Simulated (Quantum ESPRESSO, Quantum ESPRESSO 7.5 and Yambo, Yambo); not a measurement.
**Quasiparticle gap of CdS (Hawleyite) in Yambo**

Aim: the G0W0 gap of CdS (Hawleyite) on PBE, step by step.

Main program and level: Quantum ESPRESSO 7.5 and Yambo 5.3.0; PBE and many-body steps on it, plane waves.

**The experiments to reproduce.**

- Gap 2.42 eV: optical gap from inflexion point of photoacoustic spectrum, as-grown film; photoacoustic spectroscopy; film (as-grown chemical bath deposited film, about 0.25 um thick, deposited at 80 C) (“Study of the band--gap shift in CdS films: Influence of thermal annealing in different atmospheres”, 1995, arxiv:cond-mat/9501125).

Report form: the programs' logs are mostly left out.

## 1. Starting point

It takes space group F-43m (No. 216, cubic). The conventional cell has a = 5.833 Å, b = 5.833 Å, c = 5.833 Å, α = 90.00°, β = 90.00°, γ = 90.00°. Nearest to Cd lie 4 S at 2.53 Å. Nearest to S lie 4 Cd at 2.53 Å. Farther neighbours and most contacts between anions are not listed.

The cell and positions come from the Crystallography Open Database and are kept as given unless a step says otherwise.

## 2. Ground state

This step: Quantum ESPRESSO 7.5; DFT, PBE, plane waves, norm-conserving pseudopotentials.

The ground-state density comes first.

pw.in reads:

```
&control
  calculation = 'scf'
  prefix = 'x'
  outdir = 'o'
  pseudo_dir = 'pseudo'
/
&system
  ibrav = 0
  nat = 2
  ntyp = 2
  ecutwfc = 94.0
  nbnd = 18
  force_symmorphic = .true.
/
&electrons
  conv_thr = 1e-10
  electron_maxstep = 80
  mixing_beta = 0.5
/
ATOMIC_SPECIES
  Cd 112.41 Cd.upf
  S 32.06 S.upf
CELL_PARAMETERS angstrom
  -0.0000000000 2.9165000000 2.9165000000
  2.9165000000 -0.0000000000 2.9165000000
  2.9165000000 2.9165000000 -0.0000000000
ATOMIC_POSITIONS crystal
  Cd 0.0000000000 0.0000000000 0.0000000000
  S 0.2500000000 0.2500000000 0.2500000000
K_POINTS automatic
  6 6 6 0 0 0
```

The run is started by

```bash
OMP_NUM_THREADS=1 mpirun -n 4 pw.x -nk 4 -in pw.in > pw.out
```

The job ended after 8.9 s (4 MPI ranks of Arm Neoverse V1, shared host; peak memory 0.3 GiB).

This step gave:

```yaml
total_energy: -5072.6642 eV
gap: 1.145 eV
k_of_the_valence_top: 0, 0, 0
k_of_the_conduction_bottom: 0, 0, 0
least_direct_gap: 1.145 eV
```

The gap is direct, at Γ.

## 3. Bands along the symmetry lines

The cheap functional maps the bands first; the places of the edges decide which points the dearer methods must see.

pw.in reads:

```
&control
  calculation = 'bands'
  prefix = 'x'
  outdir = 'o'
  pseudo_dir = 'pseudo'
/
&system
  ibrav = 0
  nat = 2
  ntyp = 2
  ecutwfc = 94.0
  nbnd = 19
  force_symmorphic = .true.
/
&electrons
  conv_thr = 1e-9
  electron_maxstep = 80
  diago_full_acc = .true.
  diago_thr_init = 5e-6
/
ATOMIC_SPECIES
  Cd 112.41 Cd.upf
  S 32.06 S.upf
CELL_PARAMETERS angstrom
  -0.0000000000 2.9165000000 2.9165000000
  2.9165000000 -0.0000000000 2.9165000000
  2.9165000000 2.9165000000 -0.0000000000
ATOMIC_POSITIONS crystal
  Cd 0.0000000000 0.0000000000 0.0000000000
  S 0.2500000000 0.2500000000 0.2500000000
K_POINTS crystal
  50
  0.00000000 0.00000000 0.00000000 1
  -0.06250000 -0.06250000 0.00000000 1
  -0.12500000 -0.12500000 0.00000000 1
  -0.18750000 -0.18750000 0.00000000 1
  -0.25000000 -0.25000000 0.00000000 1
  -0.31250000 -0.31250000 0.00000000 1
  -0.37500000 -0.37500000 0.00000000 1
  -0.43750000 -0.43750000 0.00000000 1
  -0.50000000 -0.50000000 0.00000000 1
  -0.48437500 -0.48437500 0.03125000 1
  -0.46875000 -0.46875000 0.06250000 1
  -0.45312500 -0.45312500 0.09375000 1
  -0.43750000 -0.43750000 0.12500000 1
  -0.42187500 -0.42187500 0.15625000 1
  -0.40625000 -0.40625000 0.18750000 1
  -0.39062500 -0.39062500 0.21875000 1
  -0.37500000 -0.37500000 0.25000000 1
  -0.37500000 0.00000000 0.37500000 1
  -0.32812500 0.00000000 0.32812500 1
  -0.28125000 0.00000000 0.28125000 1
  -0.23437500 0.00000000 0.23437500 1
  -0.18750000 0.00000000 0.18750000 1
  -0.14062500 0.00000000 0.14062500 1
  -0.09375000 0.00000000 0.09375000 1
  -0.04687500 0.00000000 0.04687500 1
  0.00000000 0.00000000 0.00000000 1
  0.00000000 0.00000000 0.06250000 1
  0.00000000 0.00000000 0.12500000 1
  0.00000000 0.00000000 0.18750000 1
  0.00000000 0.00000000 0.25000000 1
  0.00000000 0.00000000 0.31250000 1
  0.00000000 0.00000000 0.37500000 1
  0.00000000 0.00000000 0.43750000 1
  0.00000000 0.00000000 0.50000000 1
  -0.06250000 -0.03125000 0.46875000 1
  -0.12500000 -0.06250000 0.43750000 1
  -0.18750000 -0.09375000 0.40625000 1
  -0.25000000 -0.12500000 0.37500000 1
  -0.31250000 -0.15625000 0.34375000 1
  -0.37500000 -0.18750000 0.31250000 1
  -0.43750000 -0.21875000 0.28125000 1
  -0.50000000 -0.25000000 0.25000000 1
  -0.50000000 -0.28125000 0.21875000 1
  -0.50000000 -0.31250000 0.18750000 1
  -0.50000000 -0.34375000 0.15625000 1
  -0.50000000 -0.37500000 0.12500000 1
  -0.50000000 -0.40625000 0.09375000 1
  -0.50000000 -0.43750000 0.06250000 1
  -0.50000000 -0.46875000 0.03125000 1
  -0.50000000 -0.50000000 0.00000000 1
```

It took 7.7 s on 4 MPI ranks; peak memory 0.25 GiB.

Numbers from this step:

* gap: 1.145 eV
* k of the valence top: 0, 0, 0
* k of the conduction bottom: 0, 0, 0
* least direct gap: 1.145 eV

The gap is 1.145 eV, as in the run before at this level.

The electronic bands at the labelled points (eV, zero at the top of the highest filled band):

```tsv
point	band 10	band 11	band 12	band 13	band 14	band 15	band 16	band 17
Γ	-7.24	0.00	0.00	0.00	1.14	6.53	6.53	6.53
halfway	-7.20	-2.31	-1.02	-1.02	3.59	4.82	8.12	8.12
X	-6.80	-3.95	-1.88	-1.88	3.56	4.35	9.20	10.77
halfway	-6.74	-3.94	-2.15	-1.78	3.85	4.66	8.94	10.01
U	-6.67	-3.93	-2.53	-1.52	4.24	5.45	8.48	9.01
jump to K	-6.67	-3.93	-2.53	-1.52	4.24	5.45	8.48	9.01
halfway	-7.19	-2.75	-1.36	-0.42	3.61	6.10	6.75	7.27
Γ	-7.24	0.00	0.00	0.00	1.14	6.53	6.53	6.53
halfway	-7.24	-2.49	-0.40	-0.40	2.78	6.28	7.03	7.03
L	-6.86	-4.39	-0.75	-0.75	3.01	7.00	7.00	7.46
halfway	-6.75	-4.11	-1.93	-1.22	4.38	5.81	7.21	8.35
W	-6.61	-3.89	-2.26	-2.18	5.42	5.43	7.23	8.04
halfway	-6.70	-3.92	-2.08	-2.03	4.26	4.83	8.67	8.94
X	-6.80	-3.95	-1.88	-1.88	3.56	4.35	9.20	10.77
```

## 4. Empty states on the mesh, 4×4×4 mesh, 125 bands

The sums over transitions need many empty states on a uniform mesh; this step solves for them.

pw.in reads:

```
&control
  calculation = 'nscf'
  prefix = 'x'
  outdir = 'o'
  pseudo_dir = 'pseudo'
/
&system
  ibrav = 0
  nat = 2
  ntyp = 2
  ecutwfc = 94.0
  nbnd = 125
  force_symmorphic = .true.
/
&electrons
  conv_thr = 1e-9
  electron_maxstep = 80
  diago_full_acc = .true.
  diago_thr_init = 5e-6
/
ATOMIC_SPECIES
  Cd 112.41 Cd.upf
  S 32.06 S.upf
CELL_PARAMETERS angstrom
  -0.0000000000 2.9165000000 2.9165000000
  2.9165000000 -0.0000000000 2.9165000000
  2.9165000000 2.9165000000 -0.0000000000
ATOMIC_POSITIONS crystal
  Cd 0.0000000000 0.0000000000 0.0000000000
  S 0.2500000000 0.2500000000 0.2500000000
K_POINTS automatic
  4 4 4 0 0 0
```

It took 14 s on 4 MPI ranks; peak memory 0.43 GiB.

Numbers from this step:

```
gap                                                           : 1.145 eV
k of the valence top                                          : 0, 0, 0
k of the conduction bottom                                    : 0, 0, 0
least direct gap                                              : 1.145 eV
k points computed                                             : 8
lowest point of the top converged band, above the valence top : 89.8717 eV
```

On this mesh the gap is 1.145 eV.

## 5. Conversion and set-up

This step: Yambo 5.3.0; conversion and set-up on PBE, plane waves, norm-conserving pseudopotentials.

The states are converted to the many-body program's format and the q mesh is built.

The run is started by

```bash
(cd o/x.save; p2y > p2y.log; mv SAVE ../..); yambo > setup.log
```

Wall time 2.9 s (1 MPI rank); peak memory 0.25 GiB.

## 6. Screening and self-energy, 4×4×4 mesh, 125 bands, screening to 163.3 eV

Now the one-shot GW correction: screening in the RPA, then the self-energy of the levels asked for.

This step: G0W0 on PBE, plane waves, norm-conserving pseudopotentials.

gw1.in reads:

```
HF_and_locXC
gw0
dyson
ppa
em1d
rim_cut
RandQpts= 1000000
RandGvec= 1 RL
EXXRLvcs= 94 Ry
VXCRLvcs= 376 Ry
Chimod= "HARTREE"
% BndsRnXp
 1 | 125 |
%
NGsBlkXp= 12 Ry
% LongDrXp
 1 | 1 | 1 |
%
% GbndRnge
 1 | 125 |
%
DysSolver= "n"
ExtendOut
PPAPntXp= 27.21138 eV
% QPkrange
 1 | 8 | 5 | 17 |
%
```

The run is started by

```bash
OMP_NUM_THREADS=1 mpirun -n 4 yambo -F gw1.in -J gw1 -C gw1 > gw1.log
```

Elapsed: 13 min, on 4 MPI ranks; peak memory 2.1 GiB.

This step gave:

| Property | Result |
| --- | --- |
| G0W0 gap on the mesh | 2.129 eV |
| starting gap on the mesh | 1.145 eV |
| k of the valence top | 0, 0, 0 |
| k of the conduction bottom | 0, 0, 0 |
| least direct G0W0 gap on the computed points | 2.129 eV |
| Z at the valence top | 0.7863 |
| Z at the conduction bottom | 0.8158 |

The gap on the mesh goes from 1.14 eV to 2.13 eV, a correction of +0.98 eV.

Limits: finite bands, cutoff and mesh; no spin-orbit coupling; coarse k mesh. v1 is the top filled band, c1 the lowest empty one. The levels before and after the correction (eV, zero at the valence-band top of each column):

```tsv
	conduction bottom	valence top
Kohn-Sham	1.14	0.00
G0W0	2.13	0.00
```

```tsv
	level	energy (eV)
Kohn-Sham	Γ v4	-7.244
Kohn-Sham	Γ v3-v1	0.000
Kohn-Sham	Γ c1	1.145
Kohn-Sham	Γ c2-c4	6.531
G0W0	Γ v4	-7.740
G0W0	Γ v3-v1	0.000
G0W0	Γ c1	2.129
G0W0	Γ c2-c4	7.776
```

## 7. Where the time went

Times are wall times on the hardware named with each run, good to a factor of about two.

```tsv
step	time	share	memory (GiB)
ground state	8.9 s	1 %	0.3
bands along the symmetry lines	7.7 s	1 %	0.25
empty states on the mesh	14 s	2 %	0.43
conversion and set-up	2.9 s	0 %	0.25
screening and self-energy	13 min	96 %	2.1
```

## 8. Outcome

```yaml
pbe_gap: 1.14 eV, direct
g0w0_gap_on_the_mesh: 2.13 eV
gw_settings: 4×4×4 mesh, 125 bands, screening to 163.3 eV, Godby-Needs plasmon pole
known_limits: not at the basis limit; no spin-orbit coupling; coarse k mesh
```

What this shows: G0W0 moves the gap on the mesh from 1.14 eV to 2.13 eV (+0.98 eV), with Z of 0.79 and 0.82 at the edges. The dearest step here is «screening and self-energy». Against experiment, by G0W0@PBE: the gap of 2.13 eV lies −0.29 eV from the measured 2.42 eV (optical, 1995). An exciton line or allowed optical edge lies below the quasiparticle gap by the binding energy; a forbidden edge can push the onset above it. The calculation has static nuclei and no excitons; a measured gap holds zero-point and thermal motion, which mostly lowers it. Bands and cutoff are finite, so the gap is not at the basis limit. The miss can reach some tenths of an eV and take either sign; the mesh is an error of its own. The 4×4×4 mesh is coarse for this cell, which bears on the long-range parts of exchange and screening. The many-body steps are scalar-relativistic: spin-orbit coupling is not in them.

[Paths, hosts, dates, memory and timing lines, banners, echoed tables and standing remarks are left out of the program output.]

[Logs are printed without paths, hosts, clocks, repeated set-up lines and the standing remarks that a program may print on its own settings, such as how far it seeks lower states.]

[Runs of the session that timed out or met a known fault of the program may be left out.]

[Hosts, paths, dates, database ids (printed as entryN), source tags and the programs' standing remarks are cut or masked in the printed files.]
